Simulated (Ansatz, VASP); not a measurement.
**HfO2 in VASP and in Ansatz**

```
CELL_PARAMETERS angstrom
-1.07408 2.14817 2.14817
2.14817 -1.07408 2.14817
2.14817 2.14817 -1.07408
ATOMIC_POSITIONS crystal
Hf 0.00000 0.00000 0.00000
O 0.25000 0.25000 0.25000
O 0.75000 0.75000 0.75000
```

Alike in both runs: task single point; functional r2SCAN; k mesh 8 × 8 × 8; occupations gaussian, width 0.05 eV; no spin polarisation.

|  | VASP | Ansatz |
| --- | --- | --- |
| version | VASP 6.6.1 | Ansatz 0.2.0 |
| potentials or method | VASP PAW PBE potentials, release 64 (Hf_pv, O) | scalar-relativistic, plane waves, PAW |
| plane-wave cutoff (eV) | 520 | 500 |
| valence electrons in the cell | 22 | 38 |

```tsv
	VASP	Ansatz	Ansatz less VASP
gap on the k mesh at the Fermi level (eV)	none	none	-
rms of the force components (eV/Å)	23.591	19.857	-3.7345
```

Atom by atom the forces differ by 3.735 eV/Å (rms over components). A gap of «none» marks a metal or a gap that the smearing closes. The two sets of potentials don't hold the same shells in valence.

Caveats: the PAW data sets were made with another functional, which shifts forces and pressure a little (VASP). Spin-orbit coupling is left out, which matters for the levels of Hf.
